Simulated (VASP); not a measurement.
Here is a VASP 6.6.1 calculation.

INCAR

```
SYSTEM = PbSe
ALGO = Normal
EDIFF = 1E-6
ENCUT = 520
GGA = PS
ISIF = 2
ISMEAR = -1
LASPH = .True.
LCHARG = .False.
LREAL = .False.
LWAVE = .False.
NBANDS = 17
NELM = 80
PREC = Accurate
SIGMA = 0.02
```

Contents of KPOINTS:

```
k-points
0
Gamma
  8 8 8
  0 0 0
```

Contents of POSCAR:

```
PbSe
1.0
    0.0000000000      3.0512085345      3.0512085345
    3.0512085345      0.0000000000      3.0512085345
    3.0512085345      3.0512085345      0.0000000000
Pb Se
1 1
Direct
    0.0000000000      0.0000000000      0.0000000000
    0.5000000000      0.5000000000      0.5000000000
```

Potentials or basis: VASP PAW PBE potentials, release 64 (Pb_d, Se).

Run with:

```console
$ cat potpaw_PBE.64/Pb_d/POTCAR potpaw_PBE.64/Se/POTCAR > POTCAR
$ mpirun -np 1 vasp_std > vasp.out
```

What does it give for the band gap on the k mesh?

0.17 eV, direct.

Predict the pressure.

0.0 GPa.

Caveat: the PAW data sets were made with another functional, which shifts forces and pressure a little; spin-orbit coupling is left out, which moves the levels of the heavy elements.

**Measured values to compare with.**

From a printed reference work, monograph, for a bulk crystal of PbSe at 300 K: band gap 0.28 eV (direct).

Measured gap of PbSe: 0.28 eV (direct; 300 K; a printed reference work, monograph). This calculation gives 0.17 eV (-0.11 eV). 2 values of this kind are on record (0.15 to 0.28 eV); this one was drawn at random. Spin-orbit coupling on Pb, Se is left out. The value is that of PBEsol on a finite k mesh, which can miss the band edges, without temperature or zero-point motion. Semilocal functionals fall short of measured gaps as a rule.
